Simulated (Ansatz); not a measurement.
Si under changes of volume

One of the cells (21.259 Å³/atom); the others are scaled copies at fixed shape and fractional positions:

```xyz
4
Lattice="-3.3254 3.3254 1.9224 3.3254 -3.3254 1.9224 3.3254 3.3254 -1.9224" Properties=species:S:1:pos:R:3 pbc="T T T"
Si   -2.1363    2.1363    1.9224
Si    2.1363   -2.1363    1.9224
Si    2.1363    2.1363    1.9224
Si    1.1892    1.1892    0.0000
```

This isn't the form of Si at room conditions, which is diamond.

```yaml
Program: Ansatz 0.2.0
Functional: PBEsol
Potentials_or_basis: all-electron LAPW, scalar-relativistic
Cutoff: 222 eV (chosen from the basis error)
Basis_error_allowed: 0.001 eV/atom
k_mesh: 8 × 8 × 8
Occupations: fermi-dirac, width 0.05 eV
Spin: no spin polarisation
```

```csv
volume (Å³/atom),energy over the lowest point (meV/atom),pressure (GPa),gap on the mesh (eV),largest force (eV/Å)
19.983,19.51,5.6,0.02,0.079
20.409,7.66,3.4,0.09,0.046
20.834,1.33,1.4,0.16,0.015
21.259,0.00,-0.4,0.16,0.014
21.684,3.17,-2.0,0.17,0.041
22.109,?,?,?,?
22.534,21.23,-4.7,0.16,0.091
```

**Question.** What does the run at 22.109 Å³/atom give?

**Answer.** Energy over the lowest point 10.36 meV/atom; pressure -3.4 GPa; gap on the mesh 0.17 eV; largest force 0.067 eV/Å.

Worked out: A Birch-Murnaghan fit of order 3 (a polynomial in V^(-2/3)) to the other rows has its minimum at 21.17 Å³/atom with B0 = V·E''(V) = 86 GPa and B' = 4.1 at fixed shape and positions, which overstates the stiffness. It gives 10.37 meV/atom at 22.109 Å³/atom, against the run's 10.36, and -dE/dV = -3.4 GPa, against -3.4.

Energies are extrapolated to zero smearing.

A mesh can miss the band edges.
